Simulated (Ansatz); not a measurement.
# Hf (Fm-3m) in Ansatz: further runs

One crystal, Hf, is run at these levels: RPBE, PBE, PBEsol; tasks: single point.

All numbers are computed with Ansatz 0.2.0; they aren't measurements. Logs are shortened: lines on timing, memory, paths and dates and some standing lists are left out, and cuts for length are marked.

### Step 1. Starting point

It takes space group Fm-3m (No. 225, cubic). Conventional cell: a = 4.440 Å, b = 4.440 Å, c = 4.440 Å, α = 90.00°, β = 90.00°, γ = 90.00°. Hf (site symmetry m-3m) is surrounded by 12 Hf at 3.14 Å.

This isn't the form of Hf at room conditions, which is hcp.

### Step 2. Single point, RPBE

input.yaml reads:

```yaml
crystal:
  lattice:
    - [0.0, 2.22, 2.22]
    - [2.22, 0.0, 2.22]
    - [2.22, 2.22, 0.0]
  atoms:
    - { symbol: Hf, position: [0.0, 0.0, 0.0] }
kpoints:
  mp_grid: { grid: [10, 10, 10] }
scf:
  occupations: { method: gaussian, width: 0.05 }
hamiltonian:
  xc: rpbe
  pseudopotentials: { kind: all_electron, lapw: { basis_error: 0.001 } }
output:
  forces: true
  stress: true
  eigenvalues: true
```

Potentials or basis: all-electron LAPW, scalar-relativistic.

On the command line:

```console
$ ansatz run input.yaml --threads 1 --pin off --max-ram 3072MiB --backend cpu --events-out ev --progress --plain --runs-dir out
```

What it wrote:

```text
Warning: RAYON_NUM_THREADS=1 ignored (pool sized by the plan → 1); use --threads N
LAPW: plane waves up to 7.442 Å⁻¹, error target 1.0e-3 eV per atom; small_component_spin mean_spin; Hf in spheres of 1.570 Å, 36 of its electrons in bands, Dirac shells [] (how accurate: hamiltonian.pseudopotentials.lapw.basis_error, Limitations)
Engine: ansatz 0.2.0, aarch64-unknown-linux-gnu
Pseudopotentials: kind: all_electron
Pseudopotential: Hf, LAPW, valence charge 36, lapw/all_electron/scalar/gaussian/Hf, Koelling and Harmon's equation, gaussian nucleus
Functional definition: RPBE
  parameter kappa = 0.804
  parameter beta = 0.06672455060314922
  exchange = rpbe_x(kappa = kappa, mu = beta*pi^2/3)
  correlation = pbe_c(beta = beta)
Crystal: 1 atoms, lattice volume = 21.882 Å³
Basis set: ecut = 211.03651376679656 eV, 169 PW (Γ), exchange–correlation at level 2
Bands: 22, of which v1, the nominal top of the filled ones, is band 18 counted from 1 (17 counted from 0)
Symmetry: 48 space group operations
Space group: Fm-3m (ITA 225), of the structure as read, at distance tolerance 2.8e-5 Å
k-points: 47 of 1000
Non-local potential: Hf, projectors of the file, none
Initial density: superposition of atomic densities (chi_scale 0.1, normalization cell)
Initial wavefunctions: plane waves of lowest kinetic energy (no species holds an atomic orbital)
Functional: x = rpbe, c = pbe(β = 0.06672455060314922)
iter 1 solved again at ethr=1.53e-4 eV; its pass at ethr=1.00e-1 eV (dr2=5.52e-2 eV) is discarded
SCF iter   1: F=—  HF=-410262.671032 eV  |F-HF|=—  |Δ(HF+E_count)|=         —  Δρ=1.90e-2  dr2=5.56e-2  ethr=1.53e-4  ⟨swp⟩=2.8  Hψ=6579  notcnv=0
preconditioner: auto → Kerker (q_TF=auto, 2.964 Å⁻¹)  [metal: Δε(μ)=0.052 eV  Ē_g=17.998 eV  σ=0.050 eV  W_gap=0.45  n_scr=14 (ndim 8)  ℏωp=38.9 eV  f_vac=0.000  D(μ)=1.69/eV (n_scr^D=14)]
SCF iter   2: F=—  HF=-410262.595837 eV  |F-HF|=—  |Δ(HF+E_count)|=   7.52e-2  Δρ=1.10e-2  dr2=2.07e-2  ethr=1.53e-4  ⟨swp⟩=2.0  Hψ=3289  notcnv=0
preconditioner: auto → none  [insulator: Δε(μ)=0.057 eV  Ē_g=18.759 eV  σ=0.050 eV  W_gap=0.58  n_scr=14 (ndim 8)  ℏωp=38.9 eV  f_vac=0.000  D(μ)=1.21/eV (n_scr^D=14)  ε∞_Penn≈5.3]
SCF iter   3: F=—  HF=-410262.583495 eV  |F-HF|=—  |Δ(HF+E_count)|=   1.23e-2  Δρ=5.68e-3  dr2=5.40e-3  ethr=5.74e-5  ⟨swp⟩=2.0  Hψ=3101  notcnv=0
SCF iter   4: F=—  HF=-410262.581022 eV  |F-HF|=—  |Δ(HF+E_count)|=         —  Δρ=1.76e-3  dr2=5.69e-4  ethr=1.50e-5  ⟨swp⟩=2.0  Hψ=3100  notcnv=0
the basis was enlarged: its passes take 124.2 KiB over the memory plan, 1 of 1 planned eigensolver slots
iter 5 solved again at ethr=1.14e-8 eV; its pass at ethr=1.58e-6 eV (dr2=4.09e-6 eV) is discarded
SCF iter   5: F=—  HF=-410262.581184 eV  |F-HF|=—  |Δ(HF+E_count)|=   1.63e-4  Δρ=1.47e-4  dr2=4.09e-6  ethr=1.14e-8  ⟨swp⟩=2.1  Hψ=5216  notcnv=0
SCF iter   6: F=-410262.581187 eV  HF=-410262.581187 eV  |F-HF|=6.98e-9  |Δ(HF+E_count)|=   2.47e-6  Δρ=3.22e-6  dr2=1.26e-9  ethr=1.14e-8  ⟨swp⟩=2.0  Hψ=3100  notcnv=0
SCF 1 converged in 6 iterations: F = -410262.581187 eV  dr2 = 1.26e-9
SCF converged after 6 iterations
Free energy (F): -410262.581187 eV
Harris-Foulkes:  -410262.581187 eV  (|F-HF|=6.98e-9)
Internal energy: -410262.579819 eV  (E = F + TS)
E sigma→0 (E₀):  -410262.580503 eV
Entropy (-TS):   -0.001368 eV (-1.368 meV/atom)
Fermi energy:    20.668524 eV
--- Per-component energies (eV) ---
  E_band       = -1743.890631
  E_kinetic    = 456501.646491
  E_xc         = -8428.045642
  E_electrostatic = -858336.180668  (all electrons and nuclei)
  E_smearing   = -0.001368  (= −TS)
  E_closure    = 0.000000  (closes the sum)
  E_atoms      = -410255.748210  (free atoms, spherical and without spin; not in F)
  Σ components = -410262.581187   (vs F -410262.581187, Δ=0.00e0)
  Basis errors (estimates in eV, not in F): energy 2.1e-4 per atom: plane waves 1.7e-4 (8.8e-5 summed), levels above the bands 0.0e0, relativity 1.1e-7, radial functions 4.2e-5, core shells 1.6e-7; eigenvalues (radial functions only) 7.2e-7; not estimated: angular momenta, meshes, grids; target (lapw.basis_error) 1.0e-3; muffin-tin radii Hf 1.570 Å
--- Forces (eV/Å), atoms counted from 1 ---
  atom   1  Hf    -0.00000000     0.00000000    -0.00000000
  max |Σ_I F_I| component: 1.44e-32 eV/Å
--- Stress (GPa, compression-positive) ---
        5.946570       0.000000       0.000000
        0.000000       5.946570      -0.000000
        0.000000      -0.000000       5.946570
  P = ⅓ Tr σ = 5.9466 GPa (59.466 kbar)
--- Band table (eV; the first three rows and the last of 47) ---
  k-point 0: bands = ["-180.4965", "-180.4965", "-180.4824", "-180.4824", "-180.4824", "-41.0587", "-9.3029", "-9.3029", "-9.3029", "8.9920", "9.0146", "9.0146", "9.0146", "9.0926", "9.0926", "9.0926", "13.3614", "22.0738", "22.0738", "22.0738", "24.9604", "24.9604"]
  k-point 1: bands = ["-180.4965", "-180.4965", "-180.4824", "-180.4824", "-180.4824", "-41.0521", "-9.3915", "-9.3141", "-9.3141", "8.9971", "9.0135", "9.0186", "9.0186", "9.0854", "9.0854", "9.0929", "13.7146", "21.7295", "22.2384", "22.2384", "24.7895", "24.7895"]
  k-point 2: bands = ["-180.4965", "-180.4965", "-180.4824", "-180.4824", "-180.4824", "-41.0350", "-9.6176", "-9.3433", "-9.3433", "9.0017", "9.0202", "9.0285", "9.0285", "9.0679", "9.0679", "9.0937", "14.6705", "21.0486", "22.4774", "22.4774", "24.7024", "24.7024"]
  k-point 46: bands = ["-180.4965", "-180.4965", "-180.4824", "-180.4824", "-180.4824", "-40.9673", "-9.9498", "-9.7945", "-9.6271", "9.0231", "9.0291", "9.0308", "9.0465", "9.0503", "9.0515", "9.0780", "18.5837", "19.6272", "20.9462", "23.6080", "27.7785", "29.8942"]
```

Wall time 5 s (1 thread of Arm Neoverse V1, shared host); peak memory 0.25 GiB.

Results:

```yaml
Free_energy: -410262.5812 eV
Pressure: 5.9 GPa
Band_gap_on_the_k_mesh: none (metal or under the smearing width)
```

The run has no spin-orbit coupling, so splittings on Hf are missing.

### Step 3. Single point, PBE

Edit input.yaml of step 2 so:

```diff
@@ -10,5 +10,5 @@
 scf:
-  occupations: { method: gaussian, width: 0.05 }
+  occupations: { method: gaussian, width: 0.02 }
 hamiltonian:
-  xc: rpbe
+  xc: pbe
   pseudopotentials: { kind: all_electron, lapw: { basis_error: 0.001 } }
```

Potentials or basis: all-electron LAPW, scalar-relativistic.

On the command line:

```console
$ ansatz run input.yaml --threads 1 --pin off --max-ram 3072MiB --backend cpu --events-out ev --progress --plain --runs-dir out
```

Run time: 5 s. Hardware: 1 thread of Arm Neoverse V1, shared host; peak memory 0.25 GiB.

Results (log left out):

* Free energy: -410250.1697 eV
* Pressure: 2.9 GPa
* Band gap on the k mesh: none (metal or under the smearing width)

Levels at points of the mesh, in eV from the Fermi level:
| k point | band 16 | band 17 | band 18 | band 19 | band 20 | band 21 |
| --- | --- | --- | --- | --- | --- | --- |
| (0.00, 0.00, 0.00) | -11.56 | -7.32 | 1.37 | 1.37 | 1.37 | 4.24 |
| (0.00, 0.00, -0.50) | -11.55 | -3.73 | 0.61 | 1.14 | 1.14 | 6.42 |
| (0.00, -0.50, -0.50) | -11.57 | -3.39 | -2.25 | 2.60 | 6.44 | 7.07 |

### Step 4. Single point, PBEsol

Edit input.yaml of step 3 so:

```diff
@@ -12,3 +12,3 @@
 hamiltonian:
-  xc: pbe
+  xc: pbesol
   pseudopotentials: { kind: all_electron, lapw: { basis_error: 0.001 } }
```

On the command line:

```console
$ ansatz run input.yaml --threads 1 --pin off --max-ram 3072MiB --backend cpu --events-out ev --progress --plain --runs-dir out
```

It took 5.4 s on 1 thread of Arm Neoverse V1, shared host; peak memory 0.25 GiB.

The run converged. Its results:

```
Free energy            : -410126.8639 eV
Pressure               : -1.8 GPa
Band gap on the k mesh : none (metal or under the smearing width)
```

Levels at points of the mesh, in eV from the Fermi level:
```tsv
k point	band 16	band 17	band 18	band 19	band 20	band 21
(0.00, 0.00, 0.00)	-11.53	-7.32	1.36	1.36	1.36	4.22
(0.00, 0.00, -0.50)	-11.53	-3.74	0.64	1.12	1.12	6.42
(0.00, -0.50, -0.50)	-11.54	-3.40	-2.25	2.63	6.42	7.07
```

The run has no spin-orbit coupling, so splittings on Hf are missing.

### Step 5. Overview

```csv
level,smearing,gap on the mesh (eV),pressure (GPa)
RPBE,gaussian 0.05 eV,none,5.9
PBE,gaussian 0.02 eV,none,2.9
PBEsol,gaussian 0.02 eV,none,-1.8
```

Alike in all rows: task single point; potentials or basis all-electron LAPW, scalar-relativistic; no spin polarisation; cell as given; k mesh 10 × 10 × 10; cutoff (eV) 211; basis error allowed 0.001 eV/atom.

Every run on the cell as given and a fine mesh finds a metal. The pressure there spans -1.8 GPa (PBEsol) to 5.9 GPa (RPBE); a positive pressure means that this level wants a larger cell, a negative one a smaller.

Compare energies only between runs with the same functional and basis.
